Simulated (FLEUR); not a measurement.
# Bi2Se3 (Paraguanajuatite) (R-3m) in FLEUR: notebook

The runs below take Bi2Se3 (Paraguanajuatite) through band structure, equation of state, with PW91.

All numbers are computed with FLEUR MaX-R8.1 (later development tree); they aren't measurements. Logs are shortened: lines on timing, memory, paths and dates and some standing lists are left out, and cuts for length are marked.

## 1. The crystal as given

The structure is trigonal, space group R-3m (No. 166). Conventional cell: a = 4.143 Å, b = 4.143 Å, c = 28.636 Å, α = 90.00°, β = 90.00°, γ = 120.00°. Around Bi (site symmetry 3m) lie 6 Se at 2.85 to 3.07 Å. Around Se (site symmetry 3m) lie 3 Bi at 2.85 Å. Around Se (site symmetry -3m) lie 6 Bi at 3.07 Å.

## 2. Band structure, PW91

File inp.xml:

```xml
<?xml version="1.0" encoding="UTF-8" standalone="no"?>
<fleurInput fleurInputVersion="0.39">
   <comment>
      Bi2Se3                                                                                              
   </comment>
   <calculationSetup>
      <cutoffs Kmax="4.28" Gmax="13.3" GmaxXC="13.3" numbands="0"/>
      <scfLoop itmax="60" minDistance="0.00001" maxIterBroyd="15" imix="Anderson" alpha="0.05" precondParam="0.0" spinf="2.0" sdNocoIR="T"/>
      <coreElectrons ctail="T" frcor="F" kcrel="0" coretail_lmax="0"/>
      <xcFunctional name="pw91" relativisticCorrections="F"/>
      <magnetism jspins="1"/>
      <soc l_soc="F" theta="0.0" phi="0.0" spav="F"/>
      <expertModes spex="0" secvar="F"/>
      <geometryOptimization l_f="F" forcealpha="1.0" forcemix="BFGS" epsdisp="0.00001" epsforce="0.00001"/>
      <ldaU l_linMix="F" mixParam="0.05" spinf="1.0"/>
   </calculationSetup>
   <cell>
      <bzIntegration valenceElectrons="90.0" mode="hist" fermiSmearingEnergy="0.00183747">
         <kPointListSelection listName="default-1"/>
         <!-- k-points included here -->
         <xi:include xmlns:xi="http://www.w3.org/2001/XInclude" href="kpts.xml"> </xi:include>
      </bzIntegration>
      <!-- symmetry operations included here -->
      <xi:include xmlns:xi="http://www.w3.org/2001/XInclude" href="sym.xml"> </xi:include>
[... 39 lines left out ...]
      </species>
   </atomSpecies>
   <atomGroups>
      <atomGroup species="Bismuth (Bi)">
         <relPos label="                   1">-.4008000000 -.4008000000 -.4008000000</relPos>
         <relPos label="                   2">.4008000000 .4008000000 .4008000000</relPos>
         <force calculate="T" relaxXYZ="TTT"/>
      </atomGroup>
      <atomGroup species="Selenium (Se)">
         <relPos label="                   3">-.2117000000 -.2117000000 -.2117000000</relPos>
         <relPos label="                   4">.2117000000 .2117000000 .2117000000</relPos>
         <force calculate="T" relaxXYZ="TTT"/>
      </atomGroup>
      <atomGroup species="Selenium (Se)">
         <relPos label="                   5">.0000000000 .0000000000 .0000000000</relPos>
         <force calculate="T" relaxXYZ="TTT"/>
      </atomGroup>
   </atomGroups>
   <output dos="F" band="F" slice="F">
      <checks vchk="F" cdinf="F"/>
      <bandDOS minEnergy="-.5*Htr" maxEnergy="0.5*Htr" sigma="0.015" storeEVData="T"/>
      <vacuumDOS vacdos="F" integ="F" star="F" nstars="0" locx1="0.0" locy1="0.0" locx2="0.0" locy2="0.0" nstm="0" tworkf="0.0"/>
      <unfoldingBand unfoldBand="F" supercellX="1" supercellY="1" supercellZ="1"/>
      <plotting iplot="0" polar="F">
         <plot TwoD="T" vec1="  1.0  0.0  0.0" vec2="  0.0  1.0  0.0" vec3="  0.0  0.0  1.0" zero="  0.0  0.0  0.0" file="plot"/>
      </plotting>
      <chargeDensitySlicing numkpt="0" minEigenval="0.0" maxEigenval="0.0" nnne="0" pallst="F"/>
      <specialOutput eonly="F"/>
      <moessbauerParams electricFieldGradient="T" isomerShift="T" coreHyperfine="T" valenceHyperfine="T"/>
      <magneticCircularDichroism mcd="F" energyLo="-10.0" energyUp="0.0"/>
   </output>
  <!-- We include the file relax.xml here to enable relaxations (see documentation) -->
  <xi:include xmlns:xi="http://www.w3.org/2001/XInclude" href="relax.xml"> <xi:fallback/> </xi:include>
</fleurInput>
```

File crystal.txt:

```
Bi2Se3
&input cartesian=F /
2.0715000000  1.1959810826  9.5453333333
-2.0715000000  1.1959810826  9.5453333333
0.0000000000  -2.3919621653  9.5453333333
1.8897261246
1.0 1.0 1.0

5
83 0.5992000000  0.5992000000  0.5992000000
83 0.4008000000  0.4008000000  0.4008000000
34 0.7883000000  0.7883000000  0.7883000000
34 0.2117000000  0.2117000000  0.2117000000
34 0.0000000000  0.0000000000  0.0000000000

&kpt div1=8 div2=8 div3=8 gamma=T /
```

File inp.xml (bands):

```
<?xml version="1.0" encoding="UTF-8" standalone="no"?>
<fleurInput fleurInputVersion="0.39">
   <comment>
      Bi2Se3                                                                                              
   </comment>
   <calculationSetup>
      <cutoffs Kmax="4.28" Gmax="13.3" GmaxXC="13.3" numbands="0"/>
      <scfLoop itmax="60" minDistance="0.00001" maxIterBroyd="15" imix="Anderson" alpha="0.05" precondParam="0.0" spinf="2.0" sdNocoIR="T"/>
      <coreElectrons ctail="T" frcor="F" kcrel="0" coretail_lmax="0"/>
      <xcFunctional name="pw91" relativisticCorrections="F"/>
      <magnetism jspins="1"/>
      <soc l_soc="F" theta="0.0" phi="0.0" spav="F"/>
      <expertModes spex="0" secvar="F"/>
      <geometryOptimization l_f="F" forcealpha="1.0" forcemix="BFGS" epsdisp="0.00001" epsforce="0.00001"/>
      <ldaU l_linMix="F" mixParam="0.05" spinf="1.0"/>
   </calculationSetup>
   <cell>
      <bzIntegration valenceElectrons="90.0" mode="hist" fermiSmearingEnergy="0.00183747">
         <kPointListSelection listName="path-1"/>
         <!-- k-points included here -->
         <xi:include xmlns:xi="http://www.w3.org/2001/XInclude" href="kpts.xml"> </xi:include>
      </bzIntegration>
      <!-- symmetry operations included here -->
      <xi:include xmlns:xi="http://www.w3.org/2001/XInclude" href="sym.xml"> </xi:include>
      <bulkLattice scale="1.0">
[... 37 lines left out ...]
         <lo type="SCLO" l="3" n="4" eDeriv="2"/>
      </species>
   </atomSpecies>
   <atomGroups>
      <atomGroup species="Bismuth (Bi)">
         <relPos label="                   1">-.4008000000 -.4008000000 -.4008000000</relPos>
         <relPos label="                   2">.4008000000 .4008000000 .4008000000</relPos>
         <force calculate="T" relaxXYZ="TTT"/>
      </atomGroup>
      <atomGroup species="Selenium (Se)">
         <relPos label="                   3">-.2117000000 -.2117000000 -.2117000000</relPos>
         <relPos label="                   4">.2117000000 .2117000000 .2117000000</relPos>
         <force calculate="T" relaxXYZ="TTT"/>
      </atomGroup>
      <atomGroup species="Selenium (Se)">
         <relPos label="                   5">.0000000000 .0000000000 .0000000000</relPos>
         <force calculate="T" relaxXYZ="TTT"/>
      </atomGroup>
   </atomGroups>
   <output dos="F" band="T" slice="F">
      <checks vchk="F" cdinf="F"/>
      <bandDOS minEnergy="-.5*Htr" maxEnergy="0.5*Htr" sigma="0.015" storeEVData="T"/>
      <vacuumDOS vacdos="F" integ="F" star="F" nstars="0" locx1="0.0" locy1="0.0" locx2="0.0" locy2="0.0" nstm="0" tworkf="0.0"/>
      <unfoldingBand unfoldBand="F" supercellX="1" supercellY="1" supercellZ="1"/>
      <plotting iplot="0" polar="F">
         <plot TwoD="T" vec1="  1.0  0.0  0.0" vec2="  0.0  1.0  0.0" vec3="  0.0  0.0  1.0" zero="  0.0  0.0  0.0" file="plot"/>
      </plotting>
      <chargeDensitySlicing numkpt="0" minEigenval="0.0" maxEigenval="0.0" nnne="0" pallst="F"/>
      <specialOutput eonly="F"/>
      <moessbauerParams electricFieldGradient="T" isomerShift="T" coreHyperfine="T" valenceHyperfine="T"/>
      <magneticCircularDichroism mcd="F" energyLo="-10.0" energyUp="0.0"/>
   </output>
  <!-- We include the file relax.xml here to enable relaxations (see documentation) -->
  <xi:include xmlns:xi="http://www.w3.org/2001/XInclude" href="relax.xml"> <xi:fallback/> </xi:include>
</fleurInput>
```

Potentials or basis: all-electron, FLAPW.

Command:

```
$ inpgen -f crystal.txt -profile fastHighL
$ # inp.xml edited to the form shown
$ fleur_MPI
$ fleur_MPI   # second run, on inp.xml (bands)
```

Log:

```text
Welcome to FLEUR        (www.flapw.de)
      MaX-Release 8.1          (www.max-centre.eu)

 ========== k-point set info ==========
 Selected k-point list: default-1
 k-point list type: mesh
 8 x 8 x 8
 Number of k points: 65

 ------------Calculation Setup---------------------------
 Number of MPI-tasks      :            1
 Number of PE/node        :            1
 Number of OMP-threads    :            1
 Most efficient MPI parallelization for:
           1           5          13          65
 Additional eigenvalue parallelization possible
 Number of basis functions:         1466
 Approximate size of matrices (H+S) per k-point:         0.032 GB
 --------------------------------------------------------
 Iteration:     1   Distance:       9.51814922 me/bohr^3
 Iteration:     2   Distance:       8.69287412 me/bohr^3
 Iteration:     3   Distance:       5.20614260 me/bohr^3
 Iteration:     4   Distance:       3.90285004 me/bohr^3
 Iteration:     5   Distance:       2.93331059 me/bohr^3
 Iteration:     6   Distance:       0.86180953 me/bohr^3
 Iteration:     7   Distance:       0.74774881 me/bohr^3
 Iteration:     8   Distance:       0.10521258 me/bohr^3
 Iteration:     9   Distance:       0.04955194 me/bohr^3
 Iteration:    10   Distance:       0.04441157 me/bohr^3
 Iteration:    11   Distance:       0.00720331 me/bohr^3
 Iteration:    12   Distance:       0.00584243 me/bohr^3
 Iteration:    13   Distance:       0.00152551 me/bohr^3
 Iteration:    14   Distance:       0.00045555 me/bohr^3
 Iteration:    15   Distance:       0.00048568 me/bohr^3
 Iteration:    16   Distance:       0.00042819 me/bohr^3
 Iteration:    17   Distance:       0.00027605 me/bohr^3
 Iteration:    18   Distance:       0.00016628 me/bohr^3
 Iteration:    19   Distance:       0.00007302 me/bohr^3
 Iteration:    20   Distance:       0.00001348 me/bohr^3
 Iteration:    21   Distance:       0.00001108 me/bohr^3
 Iteration:    22   Distance:       0.00000460 me/bohr^3

 ********************************************************************
 Run finished successfully
 Stop message:
   all done
 ********************************************************************
```

Run time: 18 min. Hardware: 1 thread of Intel Xeon 6975P-C (Granite Rapids), shared host; peak memory 0.31 GiB.

What came out:

```yaml
Free_energy: -1373045.5583 eV
Band_gap_on_the_k_mesh: 0.21 eV, direct
Band_gap_along_the_path: 0.21 eV, direct
Valence_electrons_inside_the_program's_atomic_spheres: Bi 18.72; Se 14.12, 14.16 (radii Bi 2.66, Se 2.29 bohr)
```

Levels at the corners of the path, in eV from the valence-band top:
```csv
point,band 41,band 42,band 43,band 44,band 45,band 46,band 47,band 48,band 49,band 50
Γ,-1.86,-1.86,-1.21,-1.21,0.00,0.21,1.39,1.39,2.12,2.71
L,-3.01,-2.99,-2.15,-1.23,-0.56,0.83,1.92,2.96,3.14,4.12
B1,-3.33,-2.64,-1.88,-1.07,-0.71,1.65,2.23,2.85,3.77,4.45
B,-3.33,-2.64,-1.88,-1.07,-0.71,1.65,2.23,2.85,3.77,4.45
Z,-1.62,-1.55,-1.38,-1.38,-0.46,0.63,1.70,1.70,2.05,2.37
Γ,-1.86,-1.86,-1.21,-1.21,0.00,0.21,1.39,1.39,2.12,2.71
X,-3.00,-2.99,-1.74,-1.23,-0.69,1.66,2.51,2.59,4.02,4.17
Q,-3.00,-2.99,-1.74,-1.23,-0.69,1.66,2.51,2.59,4.02,4.17
F,-2.57,-1.89,-1.88,-1.64,-1.00,1.34,1.95,2.59,2.98,3.51
P1,-2.69,-2.40,-1.51,-1.40,-1.14,1.31,2.03,2.35,2.97,3.74
Z,-1.62,-1.55,-1.38,-1.38,-0.46,0.63,1.70,1.70,2.05,2.37
L,-3.01,-2.99,-2.15,-1.23,-0.56,0.83,1.92,2.96,3.14,4.12
P,-2.69,-2.40,-1.51,-1.40,-1.14,1.31,2.03,2.35,2.97,3.74
```

Core levels (eV from the Fermi level):
| atom | levels |
| --- | --- |
| 1 Bi | 1s1/2 -90527.5, 2s1/2 -16247.9, 2p1/2 -15609.0, 2p3/2 -13288.1, 3s1/2 -3918.9, 3p1/2 -3630.6, 3p3/2 -3111.0, 4s1/2 -896.8, 3d3/2 -2639.4, 3d5/2 -2529.3, 4p1/2 -771.5, 4p3/2 -643.4, 5s1/2 -153.7, 4d3/2 -439.9, 4d5/2 -416.0, 4f5/2 -151.8, 4f7/2 -146.3 |
| 2 Bi | 1s1/2 -90527.5, 2s1/2 -16247.9, 2p1/2 -15609.0, 2p3/2 -13288.1, 3s1/2 -3918.9, 3p1/2 -3630.6, 3p3/2 -3111.0, 4s1/2 -896.8, 3d3/2 -2639.4, 3d5/2 -2529.3, 4p1/2 -771.5, 4p3/2 -643.4, 5s1/2 -153.7, 4d3/2 -439.9, 4d5/2 -416.0, 4f5/2 -151.8, 4f7/2 -146.3 |
| 3 Se | 1s1/2 -12497.5, 2s1/2 -1601.0, 2p1/2 -1435.9, 2p3/2 -1394.2, 3s1/2 -207.7, 3p1/2 -151.2, 3p3/2 -145.4 |
| 4 Se | 1s1/2 -12497.5, 2s1/2 -1601.0, 2p1/2 -1435.9, 2p3/2 -1394.2, 3s1/2 -207.7, 3p1/2 -151.2, 3p3/2 -145.4 |
| 5 Se | 1s1/2 -12497.3, 2s1/2 -1600.9, 2p1/2 -1435.8, 2p3/2 -1394.0, 3s1/2 -207.6, 3p1/2 -151.1, 3p3/2 -145.2 |

Caveat: spin-orbit coupling is left out, which as a rule narrows the gap of such compounds by several tenths of an eV.

## 3. Equation of state, PW91, 26.68 Å³/atom (volume scaled by 0.94)

Changes to inp.xml since step 2:

```diff
@@ -6,3 +6,3 @@
    <calculationSetup>
-      <cutoffs Kmax="4.28" Gmax="13.3" GmaxXC="13.3" numbands="0"/>
+      <cutoffs Kmax="4.41" Gmax="13.7" GmaxXC="13.7" numbands="0"/>
       <scfLoop itmax="60" minDistance="0.00001" maxIterBroyd="15" imix="Anderson" alpha="0.05" precondParam="0.0" spinf="2.0" sdNocoIR="T"/>
@@ -24,3 +24,3 @@
       <xi:include xmlns:xi="http://www.w3.org/2001/XInclude" href="sym.xml"> </xi:include>
-      <bulkLattice scale="1.0">
+      <bulkLattice scale="0.9795861087">
          <bravaisMatrix>
@@ -34,3 +34,3 @@
       <species name="Bismuth (Bi)" element="Bi" atomicNumber="83">
-         <mtSphere radius="2.66" gridPoints="879" logIncrement="0.015"/>
+         <mtSphere radius="2.62" gridPoints="879" logIncrement="0.015"/>
          <atomicCutoffs lmax="11" lnonsphr="8"/>
@@ -50,3 +50,3 @@
       <species name="Selenium (Se)" element="Se" atomicNumber="34">
-         <mtSphere radius="2.29" gridPoints="757" logIncrement="0.016"/>
+         <mtSphere radius="2.22" gridPoints="757" logIncrement="0.016"/>
          <atomicCutoffs lmax="9" lnonsphr="7"/>
```

Potentials or basis: all-electron, FLAPW.

Command:

```
$ inpgen -f crystal.txt -profile fastHighL
$ # inp.xml edited to the form shown
$ fleur_MPI
```

Run time: 17 min. Hardware: 1 thread of Intel Xeon 6975P-C (Granite Rapids), shared host; peak memory 0.31 GiB.

The run converged. Its results:

- Free energy: -1373045.3066 eV
- Band gap on the k mesh: 0.16 eV, direct
- Valence electrons inside the program's atomic spheres: Bi 18.68; Se 13.94, 13.98 (radii Bi 2.62, Se 2.22 bohr)

Caveat: spin-orbit coupling is left out, which as a rule narrows the gap of such compounds by several tenths of an eV.

## 4. Equation of state, PW91, 27.24 Å³/atom (volume scaled by 0.96)

Changes to inp.xml since step 3:

```diff
@@ -24,3 +24,3 @@
       <xi:include xmlns:xi="http://www.w3.org/2001/XInclude" href="sym.xml"> </xi:include>
-      <bulkLattice scale="0.9795861087">
+      <bulkLattice scale="0.9864848297">
          <bravaisMatrix>
```

Command:

```
$ inpgen -f crystal.txt -profile fastHighL
$ # inp.xml edited to the form shown
$ fleur_MPI
```

Run time: 17 min. Hardware: 1 thread of Intel Xeon 6975P-C (Granite Rapids), shared host; peak memory 0.32 GiB.

Results (log left out):

```yaml
Free_energy: -1373045.4194 eV
Band_gap_on_the_k_mesh: 0.17 eV, direct
Valence_electrons_inside_the_program's_atomic_spheres: Bi 18.66; Se 13.93, 13.97 (radii Bi 2.62, Se 2.22 bohr)
```

Caveat: spin-orbit coupling is left out, which as a rule narrows the gap of such compounds by several tenths of an eV.

## 5. Equation of state, PW91, 28.38 Å³/atom

Changes to inp.xml since step 4:

```diff
@@ -24,3 +24,3 @@
       <xi:include xmlns:xi="http://www.w3.org/2001/XInclude" href="sym.xml"> </xi:include>
-      <bulkLattice scale="0.9864848297">
+      <bulkLattice scale="1.0000000000">
          <bravaisMatrix>
```

Command:

```
$ inpgen -f crystal.txt -profile fastHighL
$ # inp.xml edited to the form shown
$ fleur_MPI
```

Run time: 19 min. Hardware: 1 thread of Intel Xeon 6975P-C (Granite Rapids), shared host; peak memory 0.33 GiB.

Results (log left out):

```
Free energy                                           : -1373045.5588 eV
Band gap on the k mesh                                : 0.21 eV, direct
Valence electrons inside the program's atomic spheres : Bi 18.62; Se 13.91, 13.95 (radii Bi 2.62, Se 2.22 bohr)
```

Caveat: spin-orbit coupling is left out, which as a rule narrows the gap of such compounds by several tenths of an eV.
